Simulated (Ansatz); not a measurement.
# What a trial cell of SnTe₃ relaxes into

The calculation used Ansatz 0.2.0, DFT PBE, scalar-relativistic, plane waves, PAW. Cutoff 420 eV, Γ-centred k mesh, Gaussian smearing, no spin polarisation in the final step.

The start puts SnTe₃ on the sites of a reported Cu3Pd cell (P4/mmm, No. 123), with Sn in place of Pd, Te in place of Cu, at a guessed volume.

```xyz
4
Lattice="4.8468 0.0000 0.0000 0.0000 4.8468 0.0000 0.0000 0.0000 4.7970" Properties=species:S:1:pos:R:3 pbc="T T T"
Sn    0.0000    0.0000    0.0000
Te    0.0000    2.4234    2.3985
Te    2.4234    0.0000    2.3985
Te    2.4234    2.4234    0.0000
```

Cell and atoms relax at zero pressure; the relaxation can't lower the symmetry of the start.

The zero of energy is the elements' standard structures at the same level; no fitted shifts are applied.

(1) Describe the relaxed structure.

(2) What are its volume, energy, density and gap?

Answers

(1) It keeps P4/mmm (No. 123), but not the shape of the type it started on. Conventional cell: a = 5.471 Å, c = 3.877 Å. Around Sn lie 8 Te at 3.35 Å, 4 Te at 3.87 Å and 2 Sn at 3.88 Å; around Te on Wyckoff site e (2 atoms of the primitive cell) lie 4 Sn at 3.35 Å, 4 Te at 3.35 Å and 6 Te at 3.87–3.88 Å; Te on Wyckoff site c (1 atom of the primitive cell) is coordinated by 8 Te at 3.35 Å, 4 Sn at 3.87 Å and 2 Te at 3.88 Å.

```cif
data_structure
_symmetry_space_group_name_H-M 'P4/mmm'
_symmetry_Int_Tables_number 123
_cell_length_a 5.4705
_cell_length_b 5.4705
_cell_length_c 3.8773
_cell_angle_alpha 90.000
_cell_angle_beta 90.000
_cell_angle_gamma 90.000
_cell_volume 116.03
loop_
_atom_site_label
_atom_site_type_symbol
_atom_site_symmetry_multiplicity
_atom_site_Wyckoff_symbol
_atom_site_fract_x
_atom_site_fract_y
_atom_site_fract_z
_atom_site_occupancy
Sn1 Sn 1 a 0.00000 0.00000 0.00000 1
Te1 Te 2 e 0.00000 0.50000 0.50000 1
Te2 Te 1 c 0.50000 0.50000 0.00000 1
```

(2) The volume per atom is 29.01 Å³, the density is 7.18 g/cm³ and the energy over the elements is 0.12 eV/atom. The gap on the 10×10×10 mesh is 0 eV (a metal).

The final run used a 10×10×10 mesh on its 4-atom cell and 0.10 eV smearing. The k mesh leaves about 4 meV/atom of noise in metals. Spin–orbit coupling is left out. Symmetry constrained the relaxation, so the result can be a saddle point. The steps took roughly 6 core-minutes in all.